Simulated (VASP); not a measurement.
# Au (Fm-3m) in VASP: core levels with PBEsol

Aim: the core levels of Au with PBEsol.

Program: VASP 6.6.1. These are calculated values, not measurements. Logs are shortened: lines on timing, memory, paths and dates and some standing lists are left out, and cuts for length are marked.

**1. The structure**

It takes space group Fm-3m (No. 225, cubic). Conventional cell: a = 4.070 Å, b = 4.070 Å, c = 4.070 Å, α = 90.00°, β = 90.00°, γ = 90.00°. Around Au (site symmetry m-3m) lie 12 Au at 2.88 Å.

**2. Core levels, PBEsol**

The input, INCAR:

```
SYSTEM = Au
PREC     = Accurate       ! precision mode
ENCUT    = 520            ! plane-wave cutoff, eV
EDIFF    = 1E-7           ! SCF threshold, eV
ISMEAR   = -1             ! smearing method
SIGMA    = 0.05           ! smearing width, eV
LREAL    = .FALSE.        ! projectors in reciprocal space
LASPH    = .TRUE.         ! aspherical terms in the spheres
NELM     = 60             ! most SCF steps
ALGO     = Normal         ! electronic algorithm
ISIF     = 2              ! what is computed and relaxed
LWAVE    = .FALSE.        ! write WAVECAR
LCHARG   = .FALSE.        ! write CHGCAR
GGA      = PS             ! functional
ICORELEVEL= 1
```

The input, KPOINTS:

```
Automatic mesh
0
G
  14 14 14
  0 0 0
```

The input, POSCAR:

```
Au
1.0
    0.0000000000      2.0350000000      2.0350000000
    2.0350000000      0.0000000000      2.0350000000
    2.0350000000      2.0350000000      0.0000000000
Au
1
Direct
    0.0000000000      0.0000000000      0.0000000000
```

Potentials or basis: VASP PAW PBE potentials, release 64 (Au).

The run is started by

```sh
$ cat potpaw_PBE.64/Au/POTCAR > POTCAR
$ mpirun -np 1 vasp_std > vasp.out
```

OUTCAR:

```text
SYSTEM = Au
   PREC = Accurate
   ENCUT = 520
   EDIFF = 1E-7
   ISMEAR = -1
   LREAL = .FALSE.
   LASPH = .TRUE.
   NELM = 60
   ISIF = 2
   GGA = PS

 ion  position               nearest neighbor table
   1  0.000  0.000  0.000-

  LATTYP: Found a face centered cubic cell.
 ALAT       =     4.0700000000

  Lattice vectors:

 A1 = (   0.0000000000,   2.0350000000,   2.0350000000)
 A2 = (   2.0350000000,   0.0000000000,   2.0350000000)
 A3 = (   2.0350000000,   2.0350000000,   0.0000000000)

Analysis of symmetry for initial positions (statically):
=====================================================================
 Subroutine PRICEL returns:
 Original cell was already a primitive cell.

 Routine SETGRP: Setting up the symmetry group for a
 face centered cubic supercell.

 Subroutine GETGRP returns: Found 48 space group operations
 (whereof 48 operations were pure point group operations)
 out of a pool of 48 trial point group operations.

The static configuration has the point symmetry O_h .

Analysis of symmetry for dynamics (positions and initial velocities):
=====================================================================
 Subroutine PRICEL returns:
 Original cell was already a primitive cell.

 Routine SETGRP: Setting up the symmetry group for a
 face centered cubic supercell.

 Subroutine GETGRP returns: Found 48 space group operations
 (whereof 48 operations were pure point group operations)
 out of a pool of 48 trial point group operations.

The dynamic configuration has the point symmetry O_h .

 Subroutine INISYM returns: Found 48 space group operations
 (whereof 48 operations are pure point group operations),
 and found     1 'primitive' translations

----------------------------------------------------------------------------------------

                                     Primitive cell

  volume of cell :      16.8548

  direct lattice vectors                    reciprocal lattice vectors
     0.000000000  2.035000000  2.035000000    -0.245700246  0.245700246  0.245700246
     2.035000000  0.000000000  2.035000000     0.245700246 -0.245700246  0.245700246
     2.035000000  2.035000000  0.000000000     0.245700246  0.245700246 -0.245700246

  length of vectors
     2.877924599  2.877924599  2.877924599     0.425565309  0.425565309  0.425565309

  position of ions in fractional coordinates (direct lattice)
     0.000000000  0.000000000  0.000000000

  ion indices of the primitive-cell ions
   primitive index   ion index
                 1           1

----------------------------------------------------------------------------------------

 KPOINTS: Automatic mesh

Automatic generation of k-mesh.
 Grid dimensions read from file:
 generate k-points for:   14   14   14

 Generating k-lattice:

  Cartesian coordinates                     Fractional coordinates (reciprocal lattice)
    -0.017550018  0.017550018  0.017550018     0.071428571  0.000000000  0.000000000
     0.017550018 -0.017550018  0.017550018     0.000000000  0.071428571  0.000000000
     0.017550018  0.017550018 -0.017550018     0.000000000  0.000000000  0.071428571

  Length of vectors
     0.030397522  0.030397522  0.030397522

  Shift w.r.t. Gamma in fractional coordinates (k-lattice)
     0.000000000  0.000000000  0.000000000

 Subroutine IBZKPT returns following result:
 ===========================================

 Found    104 irreducible k-points:

 Following reciprocal coordinates:
            Coordinates               Weight
  0.000000  0.000000  0.000000      1.000000
  0.071429  0.000000  0.000000      8.000000
  0.142857  0.000000  0.000000      8.000000
  0.214286  0.000000  0.000000      8.000000
  0.285714  0.000000  0.000000      8.000000
  0.357143  0.000000  0.000000      8.000000
[... 16 lines left out ...]
  0.214286  0.142857  0.000000     24.000000
  0.285714  0.142857  0.000000     24.000000
 [... further k-points ...]
   k-points           NKPTS =    104   k-points in BZ     NKDIM =    104   number of bands    NBANDS=      9
   number of dos      NEDOS =    301   number of ions     NIONS =      1
   total plane-waves  NPLWV =  13824
   dimension x,y,z NGX =    24 NGY =   24 NGZ =   24
   dimension x,y,z NGXF=    48 NGYF=   48 NGZF=   48
   ions per type =               1
   NGX,Y,Z   is equivalent  to a cutoff of  13.86, 13.86, 13.86 a.u.
   NGXF,Y,Z  is equivalent  to a cutoff of  27.73, 27.73, 27.73 a.u.
 SYSTEM =  Au
   PREC   = accura    normal or accurate (medium, high low for compatibility)
   ISTART =      0    job   : 0-new  1-cont  2-samecut
   ICHARG =      2    charge: 1-file 2-atom 10-const
   ISPIN  =      1    spin polarized calculation?
   LNONCOLLINEAR =      F non collinear calculations
   LSORBIT =      F    spin-orbit coupling
   LASPH  =      T    aspherical Exc in radial PAW
   ENCUT  =  520.0 eV  38.22 Ry    6.18 a.u.   5.35  5.35  5.35*2*pi/ulx,y,z
   NELM   =     60;   NELMIN=  2; NELMDL= -5     # of ELM steps
   EDIFF  = 0.1E-06   stopping-criterion for ELM
   LREAL  =      F    real-space projection
   EDIFFG = 0.1E-05   stopping-criterion for IOM
   NSW    =      0    number of steps for IOM
   IBRION =     -1    ionic relax: 0-MD 1-quasi-New 2-CG
   NFREE  =      0    steps in history (QN), initial steepest desc. (CG)
   ISIF   =      2    stress and relaxation
   ISYM   =      2    0-nonsym 1-usesym 2-fastsym
   POTIM  = 0.5000    time-step for ionic-motion
   TEBEG  =    0.0;   TEEND  =   0.0 temperature during run
   PSTRESS=    0.0 pullay stress
   NELECT =      11.0000    total number of electrons
   NUPDOWN=      -1.0000    fix difference up-down
   EMIN   =  10.00;   EMAX   =-10.00  energy-range for DOS
   EFERMI =   0.00;   METHOD = LEGACY
   ISMEAR =    -1;   SIGMA  =   0.05  broadening in eV -4-tet -1-fermi 0-gaus
   EFERMI_NEDOS =   21; number of points for ismear=-14 and -15
   IALGO  =     38    algorithm
   IMIX   =      4    mixing-type and parameters
     AMIX     =   0.40;   BMIX     =  1.00
     AMIX_MAG =   1.60;   BMIX_MAG =  1.00
  volume/ion in A,a.u.               =      16.85       113.74
  Fermi-wavevector in a.u.,A,eV,Ry     =   1.420032  2.683470 27.436005  2.016489
  Thomas-Fermi vector in A             =   2.540990
   LORBIT       =      0    0 simple, 1 ext, 2 COOP (PROOUT), +10 PAW based schemes
   GGA     = PS    functional components
   LHFCALC =     F    Hartree Fock is set to
   AEXX    =    0.0000 exact exchange contribution
   IVDW    =     0    specifies the selected vdW correction
   LEPSILON=     F    determine dielectric tensor
   LRPA    =     F    only Hartree local field effects (RPA)
 non-spin polarized calculation
  energy-cutoff  :      520.00
  volume of cell :       16.85
 maximum number of plane-waves:       467
 NGX is ok and might be reduce to    24
   NGX = 11   NGY = 11   NGZ = 11

 number of electron      10.9999999 magnetization

 Free energy of the ion-electron system (eV)
  ---------------------------------------------------
  ext. energy  EPLUGINS =         0.00000000
  ---------------------------------------------------
  free energy    TOTEN  =        -3.92212342 eV

  energy without entropy =       -3.91976868  energy(sigma->0) =       -3.92094605

 the core state eigenenergies are
   1-  1s -80736.7706  2s -14233.0494  2p -12299.2606  3s  -3350.3907  3p  -2789.7628
       3d  -2192.0581  4s   -717.9079  4p   -534.1371  4d   -313.8131  4f    -69.2166
       5s    -96.1871  5p    -47.5005

 E-fermi :   9.4171     XC(G=0): -12.9506

 val. band max:        9.3431382818   @ k =   0.5000   0.2857   0.1429
 cond. band min:       9.4879326046   @ k =   0.5000   0.3571   0.1429
 fundamental gap:      0.1447943228
 Fermi energy:         9.4170765055

 k-point     1 :       0.0000    0.0000    0.0000
  band No.  band energies     occupation
      1      -0.5755      2.00000
      2       4.7229      2.00000
      3       4.7229      2.00000
      4       4.7229      2.00000
      5       6.2833      2.00000
      6       6.2833      2.00000
      7      23.9473      0.00000
      8      28.0067      0.00000
      9      28.0067      0.00000

 k-point     2 :       0.0714    0.0000    0.0000
  band No.  band energies     occupation
      1      -0.3960      2.00000
      2       4.6633      2.00000
      3       4.7849      2.00000
      4       4.7849      2.00000
      5       6.2553      2.00000
      6       6.2553      2.00000
      7      24.1603      0.00000
      8      26.9031      0.00000
      9      28.2240      0.00000

 k-point     3 :       0.1429    0.0000    0.0000
  band No.  band energies     occupation
      1       0.1175      2.00000
      2       4.5311      2.00000
      3       4.9284      2.00000
      4       4.9284      2.00000
      5       6.2189      2.00000
      6       6.2189      2.00000
      7      24.3111      0.00000
      8      25.1079      0.00000
      9      28.8113      0.00000

 k-point     4 :       0.2143    0.0000    0.0000
  band No.  band energies     occupation
      1       0.8626      2.00000
      2       4.4775      2.00000
      3       5.0210      2.00000
      4       5.0210      2.00000
      5       6.3140      2.00000
      6       6.3140      2.00000
      7      22.0338      0.00000
      8      25.1637      0.00000
      9      29.4622      0.00000
[... 205 lines left out ...]
 k-point    22 :       0.1429    0.1429    0.0000
  band No.  band energies     occupation
      1       0.3552      2.00000
      2       4.2594      2.00000
      3       5.1528      2.00000
      4       5.1528      2.00000
      5       5.8017      2.00000
      6       6.4904      2.00000
      7      25.0659      0.00000
      8      26.2399      0.00000
      9      27.0837      0.00000

 k-point    23 :       0.2143    0.1429    0.0000
  band No.  band energies     occupation
      1       0.9334      2.00000
      2       4.0636      2.00000
      3       5.2500      2.00000
      4       5.3514      2.00000
      5       5.7869      2.00000
      6       6.6142      2.00000
      7      24.2266      0.00000
      8      25.6346      0.00000
      9      26.4869      0.00000

 k-point    24 :       0.2857    0.1429    0.0000
  band No.  band energies     occupation
      1       1.6752      2.00000
      2       3.9780      2.00000
      3       5.0148      2.00000
      4       5.4287      2.00000
      5       6.3113      2.00000
      6       6.8612      2.00000
      7      21.5103      0.00000
      8      25.5822      0.00000
      9      25.9090      0.00000

------------------------ aborting loop because EDIFF is reached ----------------------------------------

  FORCE on cell =-STRESS in cart. coord.  units (eV):
  Direction    XX          YY          ZZ          XY          YZ          ZX
  --------------------------------------------------------------------------------------
  -------------------------------------------------------------------------------------
  Total        0.1474906      0.1474906      0.1474906     -0.0000000      0.0000000      0.0000000
  in kB       14.0201160     14.0201160     14.0201160     -0.0000000      0.0000000      0.0000000
  external PRESSURE =      14.0201160 kB  Pullay stress =       0.0000000 kB

 VOLUME and BASIS-vectors are now :
 -----------------------------------------------------------------------------
  energy-cutoff  :      520.00
  volume of cell :       16.85
      direct lattice vectors                 reciprocal lattice vectors
     0.000000000  2.035000000  2.035000000    -0.245700246  0.245700246  0.245700246
     2.035000000  0.000000000  2.035000000     0.245700246 -0.245700246  0.245700246
     2.035000000  2.035000000  0.000000000     0.245700246  0.245700246 -0.245700246

 POSITION                                       TOTAL-FORCE (eV/Angst)
 -----------------------------------------------------------------------------------
      0.00000      0.00000      0.00000         0.000000      0.000000      0.000000
 -----------------------------------------------------------------------------------
    total drift:                                0.000000     -0.000000     -0.000000

  FREE ENERGIE OF THE ION-ELECTRON SYSTEM (eV)
  ---------------------------------------------------
  free  energy   TOTEN  =        -3.9221234206 eV

  energy  without entropy=       -3.9197686798  energy(sigma->0) =       -3.92094605
```

Run time: 5.3 s. Hardware: 1 thread of Intel Xeon 6975P-C (Granite Rapids), shared host; peak memory 0.14 GiB.

Results:

```yaml
Free_energy: -3.9221 eV
Pressure: 1.4 GPa
Band_gap_on_the_k_mesh: none (metal or under the smearing width)
```

Levels at points of the mesh, in eV from the Fermi level:
| k point | band 2 | band 3 | band 4 | band 5 | band 6 | band 7 | band 8 | band 9 |
| --- | --- | --- | --- | --- | --- | --- | --- | --- |
| (0.00, 0.00, 0.00) | -4.69 | -4.69 | -4.69 | -3.13 | -3.13 | 14.53 | 18.59 | 18.59 |
| (0.50, 0.00, 0.00) | -4.73 | -4.73 | -1.91 | -1.91 | -1.03 | 3.16 | 13.97 | 17.22 |
| (0.50, 0.50, 0.00) | -6.80 | -1.95 | -1.58 | -1.58 | 0.97 | 5.88 | 10.03 | 10.03 |

Core levels (eV, on the scale of the bands):
```
atom                                                                                                                                    levels
1 Au  1s -80736.8, 2s -14233.0, 2p -12299.3, 3s -3350.4, 3p -2789.8, 3d -2192.1, 4s -717.9, 4p -534.1, 4d -313.8, 4f -69.2, 5s -96.2, 5p -47.5
```

Caveat: the PAW data sets were made with another functional, which shifts forces and pressure a little.
